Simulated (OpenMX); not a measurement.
Crystal: Fe.

```
CELL_PARAMETERS angstrom
-1.44300 1.44300 1.44300
1.44300 -1.44300 1.44300
1.44300 1.44300 -1.44300
ATOMIC_POSITIONS crystal
Fe 0.00000 0.00000 0.00000
```

Base run:

- Program: OpenMX 3.8.5
- Functional: PBE
- Potentials or basis: OpenMX 2013 PBE set, Fe6.0H-s3p2d2f1, grid cutoff 500 Ry
- k mesh: 13 × 13 × 13
- Occupations: fermi-dirac, width 0.05 eV
- Spin: collinear spin, ferromagnetic start
- Starting moments: [3.0] μB

Its results: pressure -6.4 GPa; net moment 2.35 μB per cell; site moments Fe +2.35 μB.

Task: After a change of settings the same cell gave: pressure -24.4 GPa; net moment 2.26 μB per cell; site moments Fe +2.26 μB. Which change was it?
A. potentials or basis from OpenMX 2013 PBE set, Fe6.0H-s3p2d2f1, grid cutoff 500 Ry to OpenMX 2013 PBE set, Fe6.0H-s3p2d2, grid cutoff 500 Ry
B. functional from PBE to LDA; potentials or basis from OpenMX 2013 PBE set, Fe6.0H-s3p2d2f1, grid cutoff 500 Ry to OpenMX 2013 LDA set, Fe6.0H-s3p2d2, grid cutoff 500 Ry
C. potentials or basis from OpenMX 2013 PBE set, Fe6.0H-s3p2d2f1, grid cutoff 500 Ry to OpenMX 2013 PBE set, Fe6.0H-s2p2d1, grid cutoff 500 Ry; k mesh from 13 × 13 × 13 to 9 × 9 × 9
D. potentials or basis from OpenMX 2013 PBE set, Fe6.0H-s3p2d2f1, grid cutoff 500 Ry to OpenMX 2013 PBE set, Fe6.0H-s3p2d2, grid cutoff 500 Ry; k mesh from 13 × 13 × 13 to 9 × 9 × 9

Result: B.

Caveats: the basis of atomic orbitals isn't converged, which shifts pressures, moduli and gaps; so large a pressure means that the cell lies far from this level's equilibrium, or that cutoff or potentials fall short (some runs).
